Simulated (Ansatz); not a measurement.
# Al3Cu2: a hydrostatic pressure series

An exercise on one series of results from a longer session: the logs are not shown, and one member is left open.

Computed with Ansatz 0.2.0 (DFT r2SCAN, scalar-relativistic, plane waves, PAW, unless a step's input says otherwise).

1 further run of the same task is left out (set aside as unsound or not needed).

### The structure to begin with

It takes space group P-3m1 (No. 164, trigonal). Conventional cell: a = 4.102 Å, b = 4.102 Å, c = 4.990 Å, α = 90.00°, β = 90.00°, γ = 120.00°. Around Al (site symmetry -3m) lie 6 Cu at 2.50 Å. Around Al (site symmetry 3m) lie 5 Cu at 2.45 to 2.55 Å and 3 Al at 2.80 Å. Cu (site symmetry 3m) has 8 Al at 2.45 to 2.55 Å as nearest neighbours.

Coordinates:

```
Al Cu
1.0
     4.10181    0.00000    0.00000
    -2.05091    3.55227    0.00000
     0.00000    0.00000    4.98986
Al Cu
3 2
Direct
  0.00000 0.00000 0.00000
  0.33333 0.66667 0.35017
  0.66667 0.33333 0.64983
  0.33333 0.66667 0.84017
  0.66667 0.33333 0.15983
```

It goes back to an entry of the Materials Project, which need not be the stable form.

This cell was relaxed beforehand with the same method: volume 14.54 Å³/atom, gap on the mesh none (metal).

Set-up of the first run:

Input file input.yaml:

```yaml
crystal:
  lattice:
    - [4.1151205158, 0.0, 0.0]
    - [-2.0575602579, 3.5637989063, 0.0]
    - [0.0, 0.0, 5.006051496]
  atoms:
    - { symbol: Al, position: [0.0, 0.0, 0.0] }
    - { symbol: Al, position: [0.3333333333, 0.6666666667, 0.3501725376] }
    - { symbol: Al, position: [0.6666666667, 0.3333333333, 0.6498274624] }
    - { symbol: Cu, position: [0.3333333333, 0.6666666667, 0.8401683162] }
    - { symbol: Cu, position: [0.6666666667, 0.3333333333, 0.1598316838] }
basis:
  ecutwfc: 500
kpoints:
  mp_grid: { grid: [12, 12, 8] }
hamiltonian:
  xc: r2scan
scf:
  occupations: { method: gaussian, width: 0.1 }
output:
  forces: true
  stress: true
  eigenvalues: true
  write_density: true
  write_potential: true
  elf: true
  volumetric_format: npy
relax:
  adjacent_minimum: "off"
  f_tol: 0.008
  max_steps: 50
  cell: { stress_tol: 0.08, p_target: -1.0 }
```

Run with:

```bash
> ansatz run input.yaml --threads 1 --pin off --max-ram 2560MiB --backend cpu --events-out ev --progress --plain --runs-dir out
```

Among the steps run: Relaxing at -1 GPa; Relaxing at 1 GPa; Relaxing at 4 GPa; 12 GPa; Relaxing at 25 GPa; Target pressure 50 GPa; 90 GPa.

One of the session's tables, all rows but one given; the rest of the session is left out.

```
P (GPa)  V (Å³/atom)  a (Å)  b (Å)  c (Å)  ΔH (eV/atom)
     -1        14.67  4.114  4.114  5.004        -0.091
      0        14.54  4.102  4.102  4.990         0.000
      1        14.41  4.090  4.090  4.976         0.090
      4            ?      ?      ?      ?             ?
     12        13.36  3.986  3.986  4.855         1.042
     25        12.49  3.896  3.896  4.749         2.088
     50        11.35  3.772  3.772  4.604         3.941
     90        10.18  3.636  3.636  4.447         6.617
```

Estimate the missing values for P (GPa) = 4.

Worked estimate for «V (Å³/atom)». A straight line through the neighbours (1, 14.41) and (12, 13.36) gives 14.41 + (13.36 − 14.41) × (4 − 1) / (12 − 1) = 14.12; a parabola fitted to 4 rows on both sides gives 14.10.

**Answer.** V (Å³/atom): 14.09; a (Å): 4.058; b (Å): 4.058; c (Å): 4.939; ΔH (eV/atom): 0.357. In «V (Å³/atom)» the line misses by +0.03 and the parabola by +0.01.

ΔH is E + PV over the energy at zero pressure; a, b and c are the vectors of the computed cell. 

To keep in mind: Other structures may take over in this range; these runs cannot find them.
